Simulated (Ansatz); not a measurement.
BaTiO₃ (Pm-3m), an elastic constant from a strain scan

All numbers below come from DFT PBE, scalar-relativistic, plane waves, PAW in Ansatz 0.2.0. Cutoff 420 eV, Γ-centred 8×8×8 k-points, Gaussian smearing of 0.05 eV. No spin polarisation. Energies are free energies at this smearing, counted from the undisturbed cell; pressure is positive in compression.

Reference structure (relaxed at this level; it needn't be the usual structure):

```
CELL_PARAMETERS angstrom
4.01923 0.00000 0.00000
0.00000 4.01923 0.00000
0.00000 0.00000 4.01928
ATOMIC_POSITIONS crystal
Ba 0.00000 0.00000 0.00000
Ti 0.50000 0.50000 0.50000
O 0.50000 0.50000 0.00000
O 0.50000 0.00000 0.50000
O 0.00000 0.50000 0.50000
```

The cell is strained by ε times the Voigt pattern (1, -1, 0, 0, 0, 0) (xx, yy, zz, yz, xz, xy; engineering shear) with fractional coordinates fixed. The cell holds 5 atoms in V0 = 64.93 Å³. The stress column is τ = (1/V0) dE/dε, got from the stress tensor σ (compression positive) at each point as −det(1 + εP) σ : P(1 + εP)⁻¹, with P the pattern as a tensor.

| ε | ΔE (meV/atom) | τ (GPa) |
| --- | --- | --- |
| -0.1312 | 314.008 | -71.303 |
| -0.1125 | 218.247 | -55.530 |
| -0.0937 | 144.004 | -42.331 |
| -0.0750 | 88.414 | -31.350 |
| -0.0562 | 47.950 | -22.013 |
| -0.0375 | 20.814 | -13.987 |
| -0.0187 | 5.079 | -6.763 |
| 0.0000 | 0.000 | 0.000 |
| 0.0187 | 5.079 | 6.763 |
| 0.0375 | 20.814 | 13.987 |
| 0.0562 | 47.950 | 22.013 |
| 0.0750 | 88.414 | 31.350 |
| 0.0937 | 144.004 | 42.331 |
| 0.1125 | 218.247 | 55.530 |
| 0.1312 | 314.008 | 71.303 |
| 0.1500 | ? | ? |

Task: Which combination of elastic constants does this scan measure, and how large is it?

Result: For small ε, τ = τ0 + Kε with K = pᵀCp, which for this pattern is 2(C11 − C12) in the cubic axes. The parabola through τ at ε = -0.0187, 0 and 0.0187 has slope K = 362 GPa at zero. The energies per cell, E = NΔE, of the same two points give K = 2[E(ε₊)/ε₊ − E(ε₋)/ε₋]/[(ε₊ − ε₋)V0] = 358 GPa, in agreement.

Task: Predict the withheld row at ε = 0.1500 from the harmonic law, and compare.

Result: ΔE = V0(τ0 ε + Kε²/2)/N = 329.757 meV/atom and τ = 54.25 GPa. The calculation gives 436.734 meV/atom and 90.35 GPa: the energy lies 32 % above the harmonic value.

Symmetry holds off the tilts and polar distortions that many cubic perovskites undergo.

Cost: 9 runs of about 2.3 core-minutes in all, on AMD EPYC 7R43 (Zen 3) (shared hosts).